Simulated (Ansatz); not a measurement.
# CoSn: the cost of one run

Method: DFT PBEsol, scalar-relativistic, plane waves, PAW, in Ansatz 0.2.0.

1 further run of the same task is left out (set aside as unsound or not needed).

### Step 1. The structure to begin with

Symmetry: P6/mmm, No. 191, hexagonal system. The conventional cell has a = 5.220 Å, b = 5.220 Å, c = 4.168 Å, α = 90.00°, β = 90.00°, γ = 120.00°. Co (site symmetry mmm) has 6 Sn at 2.57 to 2.61 Å and 4 Co at 2.61 Å as nearest neighbours. Around Sn (site symmetry -6m2) lie 6 Co at 2.57 Å. Sn (site symmetry 6/mmm) is surrounded by 6 Co at 2.61 Å.

Coordinates:

```cif
data_structure
_symmetry_space_group_name_H-M 'P6/mmm'
_symmetry_Int_Tables_number 191
_cell_length_a 5.2197
_cell_length_b 5.2197
_cell_length_c 4.1685
_cell_angle_alpha 90.000
_cell_angle_beta 90.000
_cell_angle_gamma 120.000
_cell_volume 98.36
loop_
_atom_site_label
_atom_site_type_symbol
_atom_site_symmetry_multiplicity
_atom_site_Wyckoff_symbol
_atom_site_fract_x
_atom_site_fract_y
_atom_site_fract_z
_atom_site_occupancy
Co1 Co 3 f 0.00000 0.50000 0.00000 1
Sn1 Sn 2 d 0.66667 0.33333 0.50000 1
Sn2 Sn 1 a 0.00000 0.00000 0.00000 1
```

It goes back to an entry of the Materials Project.

It is the result of an earlier relaxation at this level (volume 16.39 Å³/atom; gap on the mesh: none (metal)).

### Step 2. Bands, states and charges

input.yaml

```yaml
crystal:
  lattice:
    - [5.2197158162, 0.0, 0.0]
    - [-2.6098579081, 4.5204064974, 0.0]
    - [0.0, 0.0, 4.1684718862]
  atoms:
    - { symbol: Co, position: [0.0, 0.5, 0.0] }
    - { symbol: Co, position: [0.5, 0.5, 0.0] }
    - { symbol: Co, position: [0.5, 0.0, 0.0] }
    - { symbol: Sn, position: [0.6666666667, 0.3333333333, 0.5] }
    - { symbol: Sn, position: [0.3333333333, 0.6666666667, 0.5] }
    - { symbol: Sn, position: [0.0, 0.0, 0.0] }
basis:
  ecutwfc: 420
kpoints:
  mp_grid: { grid: [12, 12, 8] }
  band_path:
    path:
      - [[0.0, 0.0, 0.0], [0.5, 0.0, 0.0], [0.33333333, 0.33333333, 0.0], [0.0, 0.0, 0.0], [0.0, 0.0, 0.5], [0.5, 0.0, 0.5], [0.33333333, 0.33333333, 0.5], [0.0, 0.0, 0.5]]
      - [[0.5, 0.0, 0.5], [0.5, 0.0, 0.0]]
      - [[0.33333333, 0.33333333, 0.5], [0.33333333, 0.33333333, 0.0]]
    npoints: 14
hamiltonian:
  xc: pbesol
scf:
  occupations: { method: gaussian, width: 0.1 }
  n_extra_bands: 15
output:
  forces: true
  stress: true
  eigenvalues: true
  populations: true
  dos: { projected: true, de: 0.02, nscf_kmesh: { grid: [18, 18, 12] } }
  bader: true
  write_density: true
  write_potential: true
  elf: true
  volumetric_format: npy
```

Run with:

```console
$ ansatz run input.yaml --threads 1 --pin off --max-ram 2560MiB --backend cpu --events-out ev --progress --plain --runs-dir out
```

What time and memory should one allow on 1 thread of Intel Xeon 6975P-C (Granite Rapids), shared host?

About 94 s, with a peak of 1.1 GiB.
